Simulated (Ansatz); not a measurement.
A trial structure of BP was built thus: 4-connected net, two elements alternating (Ibam, No. 72). Its size is a rough estimate.

```yaml
crystal:
  lattice:
    - [-3.23618, 3.76582, 2.63730]
    - [3.23618, -3.76582, 2.63730]
    - [3.23618, 3.76582, -2.63730]
  atoms:
    - { symbol: B, position: [0.34491, 0.39600, 0.74091] }
    - { symbol: B, position: [0.15509, 0.89600, 0.05110] }
    - { symbol: B, position: [0.84491, 0.10400, 0.94890] }
    - { symbol: B, position: [0.65509, 0.60400, 0.25909] }
    - { symbol: B, position: [0.75000, 0.25000, 0.50000] }
    - { symbol: B, position: [0.25000, 0.75000, 0.50000] }
    - { symbol: P, position: [0.34491, 0.10400, 0.44890] }
    - { symbol: P, position: [0.15509, 0.60400, 0.75909] }
    - { symbol: P, position: [0.25000, 0.25000, 0.00000] }
    - { symbol: P, position: [0.75000, 0.75000, 0.00000] }
    - { symbol: P, position: [0.84491, 0.39600, 0.24091] }
    - { symbol: P, position: [0.65509, 0.89600, 0.55110] }
```

The calculation used DFT PBE, scalar-relativistic, plane waves, PAW in Ansatz 0.2.0. Cutoff 420 eV, Gaussian smearing, Γ-centred meshes. Cell and atoms relax first on a coarse mesh and then on a finer one. In between, the cell is made exact in the group found at 0.06 Å. In metals the finer mesh still leaves noise of several meV/atom or more. The steps can't lower the symmetry of their start. No spin polarisation.

A guess keeps its type if space group and coordination stay and the shape of the cell changes little (axis ratios within about 15 %, angles within 6°); the volume may change.

Question: Does this structure survive the relaxation?

Answer: It keeps its type. The symmetry stays Ibam (No. 72). The volume per atom grows by 15.3 %, from 10.7 to 12.4 Å³. The shortest distance goes from 1.89 Å (B–P) to 1.97 Å (B–P). Counting neighbours within 15 % of an atom's shortest distance, the start has B 4, P 4 and the end B 4, P 4.

The last run used an 8×8×8 mesh for its 12-atom cell and Gaussian smearing of 0.10 eV. Symmetry constrained the relaxation, so the result can be a saddle point.
